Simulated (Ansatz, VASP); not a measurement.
## WSe2 in VASP and in Ansatz

```
CELL_PARAMETERS angstrom
1.65107 0.95325 6.57965
-1.65107 0.95325 6.57965
0.00000 -1.90650 6.57965
ATOMIC_POSITIONS crystal
W 0.99998 0.99998 0.99998
Se 0.41765 0.41765 0.41765
Se 0.24903 0.24903 0.24903
```

The cell was built by a generator and needn't be a form met in nature.

Alike in both runs: task single point; functional r2SCAN; k mesh 6 × 6 × 6; no spin polarisation.

|  | VASP | Ansatz |
| --- | --- | --- |
| version | VASP 6.6.1 | Ansatz 0.2.0 |
| potentials or method | VASP PAW PBE potentials, release 64 (W_sv, Se) | plane waves, PAW |
| plane-wave cutoff (eV) | 520 | 500 |
| occupations | gaussian, width 0.01 eV | fixed |
| valence electrons in the cell | 26 | 46 |

VASP gave:

| Item | Value |
| --- | --- |
| gap on the k mesh at the Fermi level (eV) | 1.20 |
| pressure (GPa) | 1.6 |
| largest component of the traceless stress (GPa) | 0.05 |
| rms of the force components (eV/Å) | 0.005 |

Task: Which values does Ansatz return?

Result: gap on the k mesh at the Fermi level (eV): 1.21; pressure (GPa): 1.3; largest component of the traceless stress (GPa): 0.09; rms of the force components (eV/Å): 0.016.

Atom by atom the forces differ by 0.021 eV/Å (rms over components). The two sets of potentials don't hold the same shells in valence.

Caveats: the PAW data sets were made with another functional, which shifts forces and pressure a little (VASP); spin-orbit coupling is left out, which moves the levels of the heavy elements. A k mesh can miss the band edges. r2SCAN opens gaps a little over a GGA but as a rule still falls short of measured ones.
